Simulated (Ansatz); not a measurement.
# AlNi: enthalpy under pressure, worked through

These are results of DFT PBE, scalar-relativistic, plane waves, PAW (Ansatz 0.2.0), not measurements. Run with 420 eV cutoff, 14×14×14 k-mesh, Gaussian smearing of 0.10 eV, no spin polarisation.

Reference structure (relaxed):

```
Al Ni
1.0
     2.89309    0.00000    0.00000
     0.00000    2.89309    0.00000
     0.00000    0.00000    2.89309
Al Ni
1 1
Direct
  0.50000 0.50000 0.50000
  0.00000 0.00000 0.00000
```

Cell and atoms were relaxed at each target pressure within the start's symmetry (Pm-3m), at zero temperature; other phases can be more stable under pressure. H = E + PV with P the target; E is the free energy at the smearing used, whose derivative the pressure is, per atom and counted from zero pressure. Spin polarisation was left out, and a magnetic state may lie lower. The mesh named is that at zero pressure; some other pressures ran on another.

```csv
P (GPa),V (Å³/atom),E − E0 (meV),H − H0 (meV)
0,12.108,0.0,0.0
1,12.034,0.2,75.3
4,11.820,3.6,298.7
12,11.343,27.1,876.6
25,10.731,96.6,1771.0
50,9.887,288.6,3374.1
90,8.990,672.5,5722.6
```

Question: Thermodynamics gives dH/dP = V along a relaxed path. Integrate V over P by the trapezoid rule and compare with the computed enthalpies.

Answer: With 1 eV/Å³ = 160.22 GPa, each step adds the mean volume times ΔP / 160.22:
| P (GPa) | ∫V dP (meV) | H − H0 (meV) | difference (meV) |
| --- | --- | --- | --- |
| 1 | 75.3 | 75.3 | 0.0 |
| 4 | 298.7 | 298.7 | 0.0 |
| 12 | 877.0 | 876.6 | 0.4 |
| 25 | 1772.5 | 1771.0 | 1.5 |
| 50 | 3381.1 | 3374.1 | 7.0 |
| 90 | 5737.5 | 5722.6 | 14.9 |

V(P) curves upward, so the trapezoid rule runs high; integrating a smooth curve through the same points puts that excess at about 13.9 meV at 90 GPa, against the 14.9 meV found.

Question: At 90 GPa, how much of the enthalpy change is stored energy and how much is the PV term?

Answer: E rises by 673 meV/atom and PV is 90 × 8.990 / 160.22 = 5050 meV/atom, so PV makes 88 % of ΔH. So between rival structures at high pressure a small difference in volume can outweigh the difference in energy: 1 % of this volume is worth 50.5 meV/atom at this pressure.

Question: What bulk modulus do the lowest pressures give?

Answer: From the pressures that the runs reached, -1.00 GPa (12.186 Å³) and 1.00 GPa (12.034 Å³), B = −ΔP/Δln V = 2.00 / 0.0126 = 159 GPa, a mean over that range.